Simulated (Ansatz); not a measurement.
A one-shot G0W0 calculation of MgO in the rocksalt structure with Ansatz 0.2.0, at the level G0W0@PBE with 69 empty bands, a screening cutoff of 140 eV and a 6×6×6 mesh. The geometry is the r2SCAN minimum.

input.yaml:
```yaml
crystal:
  lattice:
    - [0.0, 2.1021674163, 2.1021674163]
    - [2.1021674163, 0.0, 2.1021674163]
    - [2.1021674163, 2.1021674163, 0.0]
  atoms:
    - { symbol: Mg, position: [0.0, 0.0, 0.0] }
    - { symbol: O, position: [0.5, 0.5, 0.5] }
kpoints:
  mp_grid: { grid: [6, 6, 6] }
hamiltonian:
  xc: pbe
scf:
  occupations: { method: fixed }
gw:
  n_empty_bands: 69
  ecut_chi: 140
  qp_bands: [v2, c2]
  qp_kpoints: band_edges
  screening: { model: contour_deformation }
```

Command: `ansatz run input.yaml --threads 2 --pin off --max-ram 3686MiB --backend cpu --events-out ev --progress --plain --runs-dir out`.

Q: It took 9.5 s on 2 threads of Intel(R) Xeon(R) Platinum 8259CL CPU @ 2.50GHz (Skylake/Cascade Lake), on a shared host. What peak of host memory did it reach?

A: About 0.35 GiB.

The output, standing remarks left out:
```
Pseudopotential: Mg, paw, valence charge 10, recommended cutoff 420 eV (normal)
Pseudopotential: O, paw, valence charge 6, recommended cutoff 420 eV (normal)
Functional definition: PBE
Crystal: 2 atoms, lattice volume = 18.579 Å³
Basis set: ecut = 420 eV, 339 PW (Γ)
Bands: 12, of which v1, the nominal top of the filled ones, is band 8 counted from 1 (7 counted from 0)
Symmetry: 48 space group operations
Space group: Fm-3m (ITA 225)
k-points: 16 of 216
SCF iter   1: HF=-2494.127120 eV  Δρ=5.70e-4  dr2=7.11e-6
preconditioner: auto → none  [insulator: Δε(μ)=4.795 eV  ℏωp=24.4 eV]
SCF iter   2: HF=-2494.127182 eV  Δρ=3.40e-4  dr2=5.90e-6
SCF iter   3: HF=-2494.127206 eV  Δρ=1.79e-4  dr2=1.06e-6
SCF iter   4: HF=-2494.127220 eV  Δρ=6.01e-5  dr2=3.74e-7
SCF iter   5: HF=-2494.127221 eV  Δρ=1.82e-5  dr2=2.62e-8
SCF iter   6: HF=-2494.127221 eV  Δρ=9.66e-7  dr2=4.99e-11
SCF 1 converged in 6 iterations: F = -2494.127221 eV  dr2 = 4.99e-11
Free energy (F): -2494.127221 eV
Fermi energy:    8.204123 eV
--- Band table (eV; the first three rows and the last of 16) ---
  k-point 0: bands = […, -30.7939, -30.7939, -9.0761, 8.2041, 8.2041, 8.2041, 13.0008, 24.0571, 24.0571, 24.0571]
  k-point 1: bands = […, -30.7962, -30.7962, -8.7815, 6.6948, 8.0290, 8.0290, 14.4209, 21.7182, 24.6332, 24.6332]
  k-point 2: bands = […, -30.8006, -30.8006, -8.1209, 4.5271, 7.7018, 7.7018, 15.9335, 20.5821, 24.8640, 24.8640]
  k-point 15: bands = […, -30.8347, -30.8249, -7.4742, 4.6544, 5.9674, 6.5326, 18.7958, 19.7007, 20.7420, 24.8033]
--- G₀W₀: contour deformation, 6 samples at zero and on the imaginary axis and 3 off it, 216 q-points, 69 empty bands' worth ---
    ik  band        ε_KS         Σx   Σc(E_QP)       V_xc       Z   E_QP_lin       E_QP  E_QP is
     0     7      8.2041   -26.4658     4.2213   -20.9368  0.7909     6.8809     6.8965  root
     0     8      8.2041   -26.4658     4.2213   -20.9368  0.7909     6.8809     6.8965  root
     0     9     13.0008   -10.0739    -3.6779   -14.8432  0.8469    14.0987    14.0921  root
     0    10     24.0571    -3.7040    -4.8539    -9.5989  0.8363    25.1090    25.0980  root
     1     7      8.0290   -26.2844     4.2553   -20.6861  0.7903     6.6692     6.6861  root
     1     8      8.0290   -26.2844     4.2553   -20.6861  0.7903     6.6692     6.6861  root
     1     9     14.4209   -10.9214    -3.7037   -15.8525  0.8378    15.6574    15.6482  root
     1    10     21.7182    -4.5587    -4.7942   -10.4008  0.8324    22.7775    22.7660  root
     2     7      7.7018   -25.9758     4.3215   -20.2491  0.7889     6.2772     6.2966  root
     2     8      7.7018   -25.9758     4.3215   -20.2491  0.7889     6.2772     6.2966  root
     2     9     15.9335    -8.6574    -4.0783   -13.9163  0.8418    17.1237    17.1141  root
     2    10     20.5821    -8.3061    -4.9084   -14.7124  0.8122    22.1036    22.0800  root
     3     7      7.5479   -25.8416     4.3526   -20.0567  0.7883     6.0951     6.1155  root
     3     8      7.5479   -25.8416     4.3526   -20.0567  0.7883     6.0951     6.1155  root
     3     9     16.1570    -7.0449    -4.1272   -12.2027  0.8495    17.1948    17.1877  root
     3    10     20.8793   -10.6337    -5.2215   -17.6702  0.7942    22.7382    22.6944  root
     4     7      7.8170   -26.1096     4.2793   -20.4455  0.7900     6.4138     6.4322  root
     4     8      7.8170   -26.1096     4.2793   -20.4455  0.7900     6.4138     6.4322  root
     4     9     14.9028   -11.2678    -3.7504   -16.3176  0.8341    16.2130    16.2022  root
     4    10     20.9544    -3.5165    -4.6338    -9.0431  0.8435    21.8543    21.8471  root
     8     7      7.2680   -25.4395     4.3134   -19.6449  0.7890     5.7643     5.7868  root
     8     8      7.8847   -26.1313     4.2921   -20.4688  0.7895     6.4964     6.5143  root
     8     9     15.9583   -10.8271    -3.9963   -16.2005  0.8307    17.3490    17.3354  root
     8    10     20.4621    -5.3455    -4.6489   -11.0961  0.8339    21.5754    21.5638  root
     9     7      7.1504   -25.6602     4.3972   -19.7584  0.7876     5.6223     5.6458  root
     9     8      7.1504   -25.6602     4.3972   -19.7584  0.7876     5.6223     5.6458  root
     9     9     17.5647   -10.0380    -4.3725   -15.8946  0.8294    19.0667    19.0486  root
     9    10     18.2721    -3.7792    -4.3159    -8.9272  0.8546    19.1091    19.1042  root
    12     7      6.8582   -25.5154     4.4520   -19.5118  0.7865     5.2810     5.3067  root
    12     8      6.8582   -25.5154     4.4520   -19.5118  0.7865     5.2810     5.3067  root
    12     9     17.3580    -3.9007    -4.1980    -8.9041  0.8576    18.1677    18.1633  root
    12    10     18.2552    -7.2992    -4.4688   -13.0317  0.8535    19.5302    19.5189  root
```

The rows of the band table are 0: (0, 0, 0) = Γ, 1: (0, 0, 1/6), 2: (0, 0, 1/3), 15: (1/6, -1/2, -1/3).

The points are ik 0 = (0, 0, 0) (Γ), ik 1 = (0, 0, 1/6), ik 2 = (0, 0, 1/3), ik 3 = (0, 0, -1/2), ik 4 = (0, 1/6, 1/6), ik 8 = (0, 1/6, -1/6), ik 9 = (0, 1/3, 1/3), ik 12 = (0, -1/2, -1/2); band 8 is the last filled one.

Over the mesh points the PBE gap of 4.80 eV becomes a quasiparticle gap of 7.20 eV (direct at Γ), a change of +2.40 eV. Renormalisation factors Z lie between 0.79 and 0.86. G0W0 values are finite-basis, finite-mesh values.

Spin-unpolarised throughout; all numbers are computed.
